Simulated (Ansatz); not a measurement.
# Relaxing Tl (bcc)

Computed with Ansatz (plane waves, PAW, 500 eV cutoff): r²SCAN, scalar-relativistic, no spin polarisation, Γ-centred 14×14×14 mesh, 0.05 eV Gaussian smearing. The datasets are Ansatz's generated set soft_2.

At room temperature and ambient pressure Tl is hcp.

The start:

```yaml
crystal:
  lattice:
    - [-1.92829, 1.92829, 1.92829]
    - [1.92829, -1.92829, 1.92829]
    - [1.92829, 1.92829, -1.92829]
  atoms:
    - { symbol: Tl, position: [0.00000, 0.00000, 0.00000] }
```

The first steps of the search for zero pressure:

```
run        level  k-mesh        kind  V (Å³/atom)  P (GPa)  gap on the mesh (eV)
  1  PBE, 420 eV   8×8×8  fixed cell        28.68      3.4                 metal
```

(1) At which volume does r²SCAN reach zero pressure?

Answer:

(1) 30.00 Å³/atom, about 4.6 % over the start.

The steps that followed:

```
run        level    k-mesh        kind  V (Å³/atom)  P (GPa)  E − E(final) (meV/atom)  gap on the mesh (eV)
  2  PBE, 420 eV     8×8×8  fixed cell        29.33      2.5                        –                 metal
  3  PBE, 420 eV     8×8×8  fixed cell        31.55      0.1                        –                 metal
  4       r²SCAN  14×14×14  fixed cell        31.55     -1.4                      7.4                 metal
  5       r²SCAN  14×14×14  fixed cell        31.25     -1.2                      4.9                 metal
  6       r²SCAN  14×14×14  fixed cell        29.95      0.1                      0.0                 metal
  7       r²SCAN  14×14×14  fixed cell        30.00      0.0                      0.0                 metal
```

The final structure (symmetry read at 0.01 Å). The structure is cubic, space group Im-3m (No. 229). Conventional cell: a = 3.915 Å, b = 3.915 Å, c = 3.915 Å, α = 90.00°, β = 90.00°, γ = 90.00°. Tl (site symmetry m-3m) has 8 Tl at 3.39 Å as nearest neighbours. (Shells end 15 % past the nearest neighbour.)

At the final geometry the gap, band path included, is zero (metallic). 

**What lies behind the numbers.**

With 13 valence electrons in the calculation's cell and no magnetic order, the bands, two electrons each, can't all be full or empty: band theory demands a metal.

Spin–orbit coupling, which matters for such heavy elements, is left out.
